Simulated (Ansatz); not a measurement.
# CaO (rocksalt): gap against strain (epitaxial in the plane normal to [111])

CaO (rocksalt), relaxed with r2SCAN in the PAW code Ansatz, then strained (epitaxial in the plane normal to [111]; changes of length per length, axes as in the cell below) with the atoms relaxed again within the symmetry that is left. It is cubic, Fm-3m (No. 225); a = 4.795 Å in the conventional setting, 13.78 Å³ an atom. Ca is surrounded by 6 O at 2.40 Å; O is surrounded by 6 Ca at 2.40 Å. Spin-unpolarised throughout; all numbers are computed.

```yaml
crystal:
  lattice:
    - [0.00000, 2.39755, 2.39755]
    - [2.39755, 0.00000, 2.39755]
    - [2.39755, 2.39755, 0.00000]
  atoms:
    - { symbol: Ca, position: [0.00000, 0.00000, 0.00000] }
    - { symbol: O, position: [0.50000, 0.50000, 0.50000] }
```

Gaps are the least over each mesh (PBE 10×10×10, r2SCAN 10×10×10, HSE06 6×6×6 when unstrained) and the special points, which keep their unstrained names; stress is the change from the unstrained cell, compression positive.

| strain (%) | free normal strain (%) | gap, PBE (eV) | gap, r2SCAN (eV) | gap, HSE06 (eV) | edges, HSE06 | in-plane stress, r2SCAN (GPa) | energy rise, r2SCAN (meV/atom) |
| --- | --- | --- | --- | --- | --- | --- | --- |
| -4.87 | +2.80 | 3.469 | 4.013 | 5.138 | Γ → X | +14.28 | 55.8 |
| -2.5 | +1.43 | 3.580 | 4.126 | 5.245 | Γ → X | +6.80 | 14.0 |
| -1.64 | +0.93 | 3.610 | 4.156 | 5.273 | Γ → X | +4.34 | 5.9 |
| 0.0 | 0.00 | 3.653 | 4.199 | 5.312 | Γ → X | 0.00 | 0.0 |
| +1.54 | -0.90 | 3.601 | 4.145 | 5.254 | Γ → X | -3.64 | 5.0 |
| +3.0 | -1.73 | 3.547 | 4.088 | 5.193 | Γ → X | -6.79 | 18.3 |

Between zero and the nearest strains the slope of the HSE06 gap against strain is +0.024 eV per percent for negative and -0.038 for positive strain; it falls either way, as happens when edge states split or other valleys take over.

The meshes of the hybrids are coarse, so their gaps aren't converged to the digits shown.
